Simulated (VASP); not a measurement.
## Te: convergence with the plane-wave cutoff and smearing

Aim: find what the plane-wave cutoff and smearing change for Te, and what they cost. The series runs use r2SCAN. The plane-wave cutoff tried: ENCUT = 100; ENCUT = 130; ENCUT = 160; ENCUT = 180; ENCUT = 200; ENCUT = 230; ENCUT = 280; ENCUT = 350. The smearing tried: ISMEAR = -1, SIGMA = 0.01; ISMEAR = -1, SIGMA = 0.05; ISMEAR = -1, SIGMA = 0.1; ISMEAR = -1, SIGMA = 0.2; ISMEAR = -1, SIGMA = 0.5; ISMEAR = 2, SIGMA = 0.01; ISMEAR = 2, SIGMA = 0.05; ISMEAR = 2, SIGMA = 0.1; ISMEAR = 2, SIGMA = 0.2; ISMEAR = 2, SIGMA = 0.5; ISMEAR = -5. The start is a computed cell from the Materials Project.

Calculated with VASP 6.6.1; r2SCAN; plane waves and PAW (Te).

### 1. The structure

The structure is monoclinic, space group C2/m (No. 12). Conventional cell: a = 7.641 Å, b = 4.296 Å, c = 5.977 Å, α = 90.00°, β = 90.90°, γ = 90.00°. Nearest to Te lie 5 Te at 3.03 to 3.31 Å. Te has 6 Te at 3.09 to 3.31 Å nearest.

Coordinates:

```cif
data_structure
_symmetry_space_group_name_H-M 'C2/m'
_symmetry_Int_Tables_number 12
_cell_length_a 7.6406
_cell_length_b 4.2964
_cell_length_c 5.9768
_cell_angle_alpha 90.000
_cell_angle_beta 90.904
_cell_angle_gamma 90.000
_cell_volume 196.18
loop_
_atom_site_label
_atom_site_type_symbol
_atom_site_symmetry_multiplicity
_atom_site_Wyckoff_symbol
_atom_site_fract_x
_atom_site_fract_y
_atom_site_fract_z
_atom_site_occupancy
Te1 Te 4 i 0.69055 0.00000 0.66119 1
Te2 Te 2 a 0.00000 0.00000 0.00000 1
```

### 2. Plane-wave cutoff: ENCUT = 100

The basis grows with ENCUT, and energy and stress both move with it. r2SCAN adds the kinetic-energy density, costs more than a GGA and is run with LASPH.

Input file INCAR:

```
SYSTEM = Te
PREC = Accurate
ENCUT = 100
EDIFF = 1E-06
NELM = 100
ISMEAR = -1
SIGMA = 0.05
LREAL = .FALSE.
ALGO = Normal
METAGGA = R2SCAN
LASPH = .TRUE.
NBANDS = 15
LORBIT = 11
LWAVE = .FALSE.
LCHARG = .FALSE.
KPAR = 4
ISIF = 2
```

Input file POSCAR:

```
Te
1.0
    3.8202894285     -2.1482026000      0.0000000000
    3.8202894285      2.1482026000      0.0000000000
   -0.0942908673      0.0000000000      5.9760906531
Te
3
Direct
    0.6905533900      0.6905533900      0.6611905100
    0.3094466100      0.3094466100      0.3388094900
    0.0000000000      0.0000000000      0.0000000000
```

Input file KPOINTS:

```
Automatic mesh
0
Gamma
6 6 4
0 0 0
```

Potentials, in the order of the species: Te (PBE family, release 64).

Command:

```sh
> mpirun -np 4 vasp_std
```

The program printed:

```text
[banner, memory and clock lines left out]
running    4 mpi-ranks, on    1 nodes
 distrk:  each k-point on    1 cores,    4 groups
 distr:  one band on    1 cores,    1 groups

 POSCAR found type information on POSCAR Te
 POSCAR found :  1 types and       3 ions
|                                                                             |
|               ----> ADVICE to this user running VASP <----                  |
|                                                                             |
|     You enforced a specific xc type in the INCAR file but a different       |
|     [... a line on the potential file left out ...]
|     I HOPE YOU KNOW WHAT YOU ARE DOING!                                     |
|                                                                             |

 LDA part: xc-table for (None), standard interpolation
 POSCAR, INCAR and KPOINTS ok, starting setup
 FFT: planning ... GRIDC
 FFT: planning ... GRID_SOFT
 FFT: planning ... GRID
 WAVECAR not read
 entering main loop
       N       E                     dE             d eps       ncg     rms          rms(c)
DAV:   1    -0.511545176331E+02   -0.51155E+02   -0.25312E+03  1494   0.265E+02
DAV:   2    -0.784272380714E+02   -0.27273E+02   -0.26273E+02  1893   0.767E+01
DAV:   3    -0.791927366777E+02   -0.76550E+00   -0.76412E+00  1613   0.137E+01
DAV:   4    -0.791955554957E+02   -0.28188E-02   -0.28187E-02  1900   0.905E-01
DAV:   5    -0.791955698516E+02   -0.14356E-04   -0.14356E-04  1613   0.549E-02    0.182E+01
DAV:   6    -0.760683739057E+02    0.31272E+01   -0.36747E-01  1480   0.334E+00    0.125E+01
DAV:   7    -0.760947989013E+02   -0.26425E-01   -0.45652E-02  1879   0.113E+00    0.248E+00
DAV:   8    -0.760940144296E+02    0.78447E-03   -0.42414E-03  1557   0.373E-01    0.248E-01
DAV:   9    -0.760940709693E+02   -0.56540E-04   -0.30864E-04  1914   0.924E-02    0.150E-01
DAV:  10    -0.760941069360E+02   -0.35967E-04   -0.76876E-05  1704   0.498E-02    0.319E-02
DAV:  11    -0.760941162948E+02   -0.93589E-05   -0.17144E-05  1704   0.241E-02    0.188E-02
DAV:  12    -0.760941157227E+02    0.57213E-06   -0.13484E-06  1114   0.668E-03
   1 F= -.76094116E+02 E0= -.76091076E+02  d E =-.607998E-02
```

Wall time 9.2 s (4 MPI ranks of AMD EPYC 7R43, shared host); peak memory 0.31 GiB; 34 s of CPU time.

The logs omit lines about the potential files and the build; timing stands in the text.

Parts of OUTCAR (step 2):

```text
ion  position               nearest neighbor table
   1  0.691  0.691  0.661-   2 3.03   2 3.03   3 3.09   3 3.31   3 3.31   2 3.47
   2  0.309  0.309  0.339-   1 3.03   1 3.03   3 3.09   3 3.31   3 3.31   1 3.47
   3  0.000  0.000  0.000-   1 3.09   2 3.09   1 3.31   1 3.31   2 3.31   2 3.31

  LATTYP: Found a base centered monoclinic cell.
 ALAT       =     7.6405788570
 B/A-ratio  =     0.5623140969
 C/A-ratio  =     0.7822489081
 COS(beta)  =    -0.0157760547

 Subroutine GETGRP returns: Found  4 space group operations
 (whereof  4 operations were pure point group operations)

The static configuration has the point symmetry C_2h.

 Found     47 irreducible k-points:

   k-points           NKPTS =     47   k-points in BZ     NKDIM =     47   number of bands    NBANDS=     15

   dimension x,y,z NGX =    14 NGY =   14 NGZ =   20
   dimension x,y,z NGXF=    28 NGYF=   28 NGZF=   40

   ENCUT  =  100.0 eV   7.35 Ry    2.71 a.u.   3.57  3.57  4.87*2*pi/ulx,y,z

   NELECT =      18.0000    total number of electrons

 k-points in reciprocal lattice and weights: Automatic mesh
   0.00000000  0.00000000  0.00000000       0.007
   0.16666667  0.00000000  0.00000000       0.028
   0.33333333 -0.00000000 -0.00000000       0.028
   0.50000000 -0.00000000  0.00000000       0.014
   0.16666667  0.16666667  0.00000000       0.014
   0.33333333  0.16666667  0.00000000       0.028
   0.50000000  0.16666667  0.00000000       0.028
  -0.33333333  0.16666667  0.00000000       0.028
  -0.16666667  0.16666667  0.00000000       0.014
[...]
-0.33333333  0.33333333  0.50000000       0.014
   0.50000000  0.50000000  0.50000000       0.007

 average (electrostatic) potential at core
       1 -93.8260       2 -93.8260       3 -93.5321

 E-fermi :   6.4061

 k-point     1 :       0.0000    0.0000    0.0000
  band No.  band energies     occupation
    ...
      5       3.4402      2.00000
      6       4.0658      2.00000
      7       4.2958      2.00000
      8       4.5942      2.00000
      9       4.7871      2.00000
     10       7.3555      0.00000
     11       7.3838      0.00000
     12       8.0204      0.00000
     13      11.4701      0.00000
     14      11.9201      0.00000
    ...

 k-point     2 :       0.1667    0.0000    0.0000
  band No.  band energies     occupation
    ...
      5       2.6832      2.00000
      6       3.0739      2.00000
      7       5.0544      2.00000
      8       5.3387      2.00000
      9       5.9654      1.99970
     10       6.8042      0.00070
     11       7.1132      0.00000
     12       7.5913      0.00000
     13      10.7703      0.00000
     14      11.7409      0.00000
    ...

 k-point     3 :       0.3333   -0.0000   -0.0000
  band No.  band energies     occupation
    ...
      5       1.7432      2.00000
      6       2.3427      2.00000
      7       3.7116      2.00000
      8       5.5339      2.00000
      9       5.7541      2.00000
     10       6.7387      0.00258
     11       7.0527      0.00000
     12       9.0824      0.00000
     13       9.5248      0.00000
     14      12.9290      0.00000
    ...

  Total       -0.8885867     -0.6080436     -0.9622043      0.0000000      0.0000000     -0.1706312
  in kB      -14.5141540     -9.9317691    -15.7166216      0.0000000      0.0000000     -2.7870858
  external PRESSURE =     -13.3875149 kB  Pullay stress =       0.0000000 kB

  energy-cutoff  :      100.00
  volume of cell :       98.09
      direct lattice vectors                 reciprocal lattice vectors
     3.820289429 -2.148202600  0.000000000     0.130880136 -0.232752721  0.002065029
     3.820289429  2.148202600  0.000000000     0.130880136  0.232752721  0.002065029
    -0.094290867  0.000000000  5.976090653     0.000000000  0.000000000  0.167333472

 POSITION                                       TOTAL-FORCE (eV/Angst)
 -----------------------------------------------------------------------------------
      5.21388      0.00000      3.95133        -0.005174      0.000000     -0.018775
      2.33240      0.00000      2.02476         0.005174      0.000000      0.018775
      0.00000      0.00000      0.00000         0.000000      0.000000      0.000000
 -----------------------------------------------------------------------------------
    total drift:                               -0.000000     -0.000000     -0.000000

  FREE ENERGIE OF THE ION-ELECTRON SYSTEM (eV)
  ---------------------------------------------------
  free  energy   TOTEN  =       -76.0941157227 eV

  energy  without entropy=      -76.0880357424  energy(sigma->0) =      -76.09107573

 total charge
# of ion       s       p       d       tot
------------------------------------------
    1        1.467   1.908   0.052   3.426
    2        1.467   1.908   0.052   3.426
    3        1.462   1.928   0.045   3.434
--------------------------------------------------
tot          4.395   5.743   0.149  10.287

[... 3 further parts left out ...]
```

The k-mesh is coarse for a metal. The PAW data sets were made with PBE, which is usual practice but a small mismatch for other functionals.

This step gave:

- SCF cycles: 12
- electrons: 18
- bands: 15
- irreducible k-points: 47
- symmetry operations: 4
- free energy (TOTEN): -76.0941 eV
- energy at zero smearing: -76.0911 eV
- Fermi energy: 6.406 eV
- pressure: -1.339 GPa
- metallic: yes

The series starts at -25.3637 eV an atom and -1.34 GPa, after 12 cycles in 9.2 s.

### 3. Plane-wave cutoff: ENCUT = 130

INCAR: that of step 2 with these lines changed.

```diff
@@ -2,3 +2,3 @@
 PREC = Accurate
-ENCUT = 100
+ENCUT = 130
 EDIFF = 1E-06
```

POSCAR is that of step 2.

KPOINTS is that of step 2.

Command:

```sh
> mpirun -np 4 vasp_std
```

The program printed:

```text
[banner, memory and clock lines left out]
running    4 mpi-ranks, on    1 nodes
[...]
[... a notice as in an earlier step ...]

 LDA part: xc-table for (None), standard interpolation
 POSCAR, INCAR and KPOINTS ok, starting setup
[...]
entering main loop
       N       E                     dE             d eps       ncg     rms          rms(c)
DAV:   1    -0.438702466701E+02   -0.43870E+02   -0.29833E+03  1426   0.323E+02
DAV:   2    -0.779648928179E+02   -0.34095E+02   -0.33007E+02  1936   0.881E+01
DAV:   3    -0.791302184259E+02   -0.11653E+01   -0.11621E+01  1592   0.175E+01
DAV:   4    -0.791367396288E+02   -0.65212E-02   -0.65209E-02  1914   0.152E+00
[...]
DAV:  10    -0.760187967167E+02   -0.42713E-04   -0.84584E-05  1711   0.560E-02    0.509E-02
DAV:  11    -0.760188097894E+02   -0.13073E-04   -0.28847E-05  1704   0.329E-02    0.346E-02
DAV:  12    -0.760188101414E+02   -0.35200E-06   -0.29590E-06  1478   0.992E-03
   1 F= -.76018810E+02 E0= -.76015818E+02  d E =-.598447E-02
```

Run time: 12 s. Hardware: 4 MPI ranks; peak memory 0.35 GiB.

OUTCAR, selected parts (step 3):

```text
  Total       -0.2603408      0.0123475     -0.3393615      0.0000000      0.0000000     -0.1658322
  in kB       -4.2524001      0.2016841     -5.5431230      0.0000000      0.0000000     -2.7086984
  external PRESSURE =      -3.1979464 kB  Pullay stress =       0.0000000 kB

 POSITION                                       TOTAL-FORCE (eV/Angst)
 -----------------------------------------------------------------------------------
      5.21388      0.00000      3.95133         0.013704      0.000000     -0.006452
      2.33240      0.00000      2.02476        -0.013704      0.000000      0.006452
      0.00000      0.00000      0.00000         0.000000     -0.000000      0.000000
 -----------------------------------------------------------------------------------
    total drift:                                0.000000      0.000000     -0.000000

  FREE ENERGIE OF THE ION-ELECTRON SYSTEM (eV)
  ---------------------------------------------------
  free  energy   TOTEN  =       -76.0188101414 eV

  energy  without entropy=      -76.0128256717  energy(sigma->0) =      -76.01581791

[... 1 part as in an earlier step ...]

[... 2 further parts left out ...]
[key lines of the parts left out:]
E-fermi :   6.3988
```

Against the run before the energy moves by +25.09 meV an atom and the pressure by +1.02 GPa, after 12 cycles in 12 s.

### 4. Plane-wave cutoff: ENCUT = 160

INCAR: that of step 3 with these lines changed.

```diff
@@ -2,3 +2,3 @@
 PREC = Accurate
-ENCUT = 130
+ENCUT = 160
 EDIFF = 1E-06
```

POSCAR is that of step 3.

KPOINTS is that of step 3.

Command:

```sh
> mpirun -np 4 vasp_std
```

The program printed:

```text
[... set-up lines as in an earlier step ...]
 entering main loop
       N       E                     dE             d eps       ncg     rms          rms(c)
DAV:   1    -0.375936871105E+02   -0.37594E+02   -0.33451E+03  1417   0.377E+02
DAV:   2    -0.775794039431E+02   -0.39986E+02   -0.38370E+02  1900   0.956E+01
DAV:   3    -0.791161798417E+02   -0.15368E+01   -0.15332E+01  1592   0.205E+01
DAV:   4    -0.791273617339E+02   -0.11182E-01   -0.11181E-01  1900   0.210E+00
[...]
DAV:  11    -0.760039455689E+02   -0.20428E-04   -0.37750E-05  1669   0.399E-02    0.345E-02
DAV:  12    -0.760039477236E+02   -0.21547E-05   -0.46567E-06  1648   0.128E-02    0.105E-02
DAV:  13    -0.760039476802E+02    0.43418E-07   -0.79720E-07   950   0.624E-03
   1 F= -.76003948E+02 E0= -.76000951E+02  d E =-.599410E-02
```

Run time: 17 s. Hardware: 4 MPI ranks; peak memory 0.37 GiB; 67 s of CPU time.

Parts of OUTCAR (step 4):

```text
  Total       -0.1348669      0.1271936     -0.2523955      0.0000000      0.0000000     -0.1710341
  in kB       -2.2029123      2.0775770     -4.1226220      0.0000000      0.0000000     -2.7936661
  external PRESSURE =      -1.4159858 kB  Pullay stress =       0.0000000 kB

 POSITION                                       TOTAL-FORCE (eV/Angst)
 -----------------------------------------------------------------------------------
      5.21388      0.00000      3.95133         0.024521      0.000000     -0.015746
      2.33240      0.00000      2.02476        -0.024521      0.000000      0.015746
      0.00000      0.00000      0.00000         0.000000      0.000000      0.000000
 -----------------------------------------------------------------------------------
    total drift:                               -0.000000      0.000000     -0.000000

  FREE ENERGIE OF THE ION-ELECTRON SYSTEM (eV)
  ---------------------------------------------------
  free  energy   TOTEN  =       -76.0039476802 eV

  energy  without entropy=      -75.9979535810  energy(sigma->0) =      -76.00095063

[... 1 part as in an earlier step ...]

[... 2 further parts left out ...]
[key lines of the parts left out:]
E-fermi :   6.3959
```

Against the run before the energy moves by +4.96 meV an atom and the pressure by +0.18 GPa, after 13 cycles in 17 s.

### 5. Plane-wave cutoff: ENCUT = 180

INCAR: that of step 4 with these lines changed.

```diff
@@ -2,3 +2,3 @@
 PREC = Accurate
-ENCUT = 160
+ENCUT = 180
 EDIFF = 1E-06
```

POSCAR is that of step 4.

KPOINTS is that of step 4.

Command:

```sh
> mpirun -np 4 vasp_std
```

The program printed:

```text
[... set-up lines as in an earlier step ...]
 entering main loop
       N       E                     dE             d eps       ncg     rms          rms(c)
DAV:   1    -0.348767749267E+02   -0.34877E+02   -0.35761E+03  1410   0.412E+02
DAV:   2    -0.773900319067E+02   -0.42513E+02   -0.40856E+02  1928   0.100E+02
DAV:   3    -0.791104006781E+02   -0.17204E+01   -0.17145E+01  1606   0.220E+01
DAV:   4    -0.791253034743E+02   -0.14903E-01   -0.14902E-01  1914   0.248E+00
[...]
DAV:  11    -0.760018746592E+02   -0.22944E-04   -0.38457E-05  1655   0.415E-02    0.339E-02
DAV:  12    -0.760018768657E+02   -0.22065E-05   -0.47783E-06  1683   0.135E-02    0.950E-03
DAV:  13    -0.760018766114E+02    0.25432E-06   -0.79664E-07   964   0.640E-03
   1 F= -.76001877E+02 E0= -.75998878E+02  d E =-.599695E-02
```

Elapsed: 19 s, on 4 MPI ranks; peak memory 0.41 GiB.

OUTCAR, selected parts (step 5):

```text
  Total       -0.0956578      0.1685950     -0.2211133      0.0000000      0.0000000     -0.1733433
  in kB       -1.5624720      2.7538266     -3.6116599      0.0000000      0.0000000     -2.8313856
  external PRESSURE =      -0.8067684 kB  Pullay stress =       0.0000000 kB

 POSITION                                       TOTAL-FORCE (eV/Angst)
 -----------------------------------------------------------------------------------
      5.21388      0.00000      3.95133         0.023066      0.000000     -0.015756
      2.33240      0.00000      2.02476        -0.023066      0.000000      0.015756
      0.00000      0.00000      0.00000         0.000000      0.000000      0.000000
 -----------------------------------------------------------------------------------
    total drift:                                0.000000     -0.000000     -0.000000

  FREE ENERGIE OF THE ION-ELECTRON SYSTEM (eV)
  ---------------------------------------------------
  free  energy   TOTEN  =       -76.0018766114 eV

  energy  without entropy=      -75.9958796588  energy(sigma->0) =      -75.99887814

[... 1 part as in an earlier step ...]

[... 2 further parts left out ...]
[key lines of the parts left out:]
E-fermi :   6.3946
```

Against the run before the energy moves by +0.69 meV an atom and the pressure by +0.06 GPa, after 13 cycles in 19 s.

### 6. Plane-wave cutoff: ENCUT = 200

INCAR: that of step 5 with these lines changed.

```diff
@@ -2,3 +2,3 @@
 PREC = Accurate
-ENCUT = 180
+ENCUT = 200
 EDIFF = 1E-06
```

POSCAR is that of step 5.

KPOINTS is that of step 5.

Command:

```sh
> mpirun -np 4 vasp_std
```

The program printed:

```text
[... set-up lines as in an earlier step ...]
 entering main loop
       N       E                     dE             d eps       ncg     rms          rms(c)
DAV:   1    -0.314734717215E+02   -0.31473E+02   -0.38206E+03  1410   0.449E+02
DAV:   2    -0.771619538946E+02   -0.45688E+02   -0.43988E+02  1935   0.104E+02
DAV:   3    -0.791037524569E+02   -0.19418E+01   -0.19340E+01  1641   0.235E+01
DAV:   4    -0.791229344657E+02   -0.19182E-01   -0.19177E-01  1880   0.284E+00
[...]
DAV:  11    -0.759997602879E+02   -0.23012E-04   -0.36094E-05  1655   0.412E-02    0.319E-02
DAV:  12    -0.759997622098E+02   -0.19218E-05   -0.44529E-06  1732   0.134E-02    0.927E-03
DAV:  13    -0.759997617768E+02    0.43298E-06   -0.74124E-07   964   0.628E-03
   1 F= -.75999762E+02 E0= -.75996765E+02  d E =-.599318E-02
```

It took 19 s on 4 MPI ranks; peak memory 0.41 GiB.

Parts of OUTCAR (step 6):

```text
  Total       -0.0694669      0.1944238     -0.1919729      0.0000000      0.0000000     -0.1728443
  in kB       -1.1346710      3.1757129     -3.1356799      0.0000000      0.0000000     -2.8232340
  external PRESSURE =      -0.3648793 kB  Pullay stress =       0.0000000 kB

 POSITION                                       TOTAL-FORCE (eV/Angst)
 -----------------------------------------------------------------------------------
      5.21388      0.00000      3.95133         0.024144      0.000000     -0.016016
      2.33240      0.00000      2.02476        -0.024144      0.000000      0.016016
      0.00000      0.00000      0.00000        -0.000000      0.000000      0.000000
 -----------------------------------------------------------------------------------
    total drift:                                0.000000     -0.000000     -0.000000

  FREE ENERGIE OF THE ION-ELECTRON SYSTEM (eV)
  ---------------------------------------------------
  free  energy   TOTEN  =       -75.9997617768 eV

  energy  without entropy=      -75.9937685926  energy(sigma->0) =      -75.99676518

[... 1 part as in an earlier step ...]

[... 2 further parts left out ...]
[key lines of the parts left out:]
E-fermi :   6.3945
```

Against the run before the energy moves by +0.70 meV an atom and the pressure by +0.04 GPa, after 13 cycles in 19 s.

[end of part 1 of 4]

[Lines on the potential files, build, host, timing and source positions are cut from VASP's logs without a mark.]

[Logs are printed without paths, hosts, clocks, repeated set-up lines and the standing remarks that a program may print on its own settings, such as how far it seeks lower states.]

[Hosts, paths, dates, database ids (printed as entryN), source tags and the programs' standing remarks are cut or masked in the printed files.]

[A measured line is paired with the nearest computed mode of its activity, which favours agreement.]
